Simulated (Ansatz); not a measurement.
From formation energies to a reaction energy: BeSe4

Theory: DFT PBE, scalar-relativistic, plane waves, PAW in Ansatz. Settings: cutoff 420 eV, Γ-centred meshes spaced at most about 0.3 Å⁻¹, and about 0.25 Å⁻¹ or finer for metals (2π included), Gaussian smearing. No spin polarisation.

Formation energies are uncorrected and refer to the elements' standard structures at the same level.

All energies are static (0 K, no zero-point motion). The reference form of Se is held partly by dispersion forces, which this level lacks.

A trial structure of BeSe4 (reached from: Co4H type (P-3m1); relaxed: space group P-3m1 (No. 164), a = 3.589 Å, c = 8.635 Å) has a formation energy of 0.113 eV/atom. At its composition the lowest mixture among the elements and 1 reference phase computed alike (others may be missing) consists of these:

```tsv
phase	source	ΔE_f (eV/atom)
Se (solid)	element	0.000
BeSe (F-43m)	COD	-0.797
```

Question: Write the balanced decomposition and find its energy per atom, per formula unit and per mole of formula units.

Answer: Balancing Be and Se gives BeSe4 → 3 Se + BeSe. The left side holds 5 atoms, and the products take 3/5 (Se) and 2/5 (BeSe) of them. The mixture therefore lies at 3/5 × (0.000) + 2/5 × (-0.797) = -0.319 eV/atom. The reaction energy is -0.319 − (0.113) = -0.432 eV/atom. Times 5 atoms that is -2.160 eV per BeSe4, and times 96.485 it is -208 kJ per mole of BeSe4. Decomposition is downhill, so the trial structure is unstable against this mixture.
